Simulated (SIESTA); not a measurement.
Runs of SIESTA 5.4.2 on Bi2Te2Se. It takes space group R-3m (No. 166, trigonal). The conventional cell has a = 4.322 Å, b = 4.322 Å, c = 31.757 Å, α = 90.00°, β = 90.00°, γ = 120.00°. Bi (site symmetry 3m) is surrounded by 3 Te at 3.05 Å and 3 Se at 3.11 Å. Te (site symmetry 3m) has 3 Bi at 3.05 Å as nearest neighbours. Se (site symmetry -3m) is surrounded by 6 Bi at 3.11 Å. The cell is a database's computed one.

```tsv
task	level	potentials or basis	k mesh	gap on the mesh (eV)	pressure (GPa)	V0 of scaled cells (Å³/atom)	B0 (GPa)	largest force (eV/Å)
single point	PBEsol	PseudoDojo 0.4 standard (PBEsol files), DZP (energy shift 0.003 Ry; two zetas on semicore shells)	7 × 7 × 7	0.43	-0.4	-	-	0.24
band structure	LDA	PseudoDojo 0.4 standard (LDA files), DZP (energy shift 0.003 Ry; two zetas on semicore shells)	7 × 7 × 7	(a)	-1.6	-	-	(b)
equation of state	LDA	PseudoDojo 0.4 standard (LDA files), DZP (energy shift 0.003 Ry; two zetas on semicore shells)	5 × 5 × 5	-	-	33.13	55	-
band structure	PBEsol	PseudoDojo 0.4 standard (PBEsol files), DZP (energy shift 0.003 Ry; two zetas on semicore shells)	7 × 7 × 7	0.43	-0.4	-	-	0.24
equation of state	PBEsol	PseudoDojo 0.4 standard (PBEsol files), DZP (energy shift 0.003 Ry; two zetas on semicore shells)	7 × 7 × 7	-	-	33.94	52	-
```

Alike in all rows: no spin polarisation; cell as given; smearing fermi-dirac 0.05 eV; grid cutoff 500 Ry; energy shift 0.003 Ry.

Fill in the values left out.

(a) 0.40; (b) 0.19.

Caveats: the basis of atomic orbitals isn't converged, which shifts pressures, moduli and gaps; spin-orbit coupling is left out, which as a rule narrows the gap of such compounds by several tenths of an eV (some runs); the cell was scaled at fixed shape and fractional positions, which overstates the stiffness of a crystal with free parameters, most of all of layers and chains (some runs); spin-orbit coupling is left out, which moves the levels of the heavy elements (some runs); an odd mesh through Γ misses points on the zone boundary, where band edges often lie (some runs).

A k mesh can miss the band edges, and the runs leave out spin-orbit coupling on Bi, Se, Te.

Not every run made on this cell is shown here.
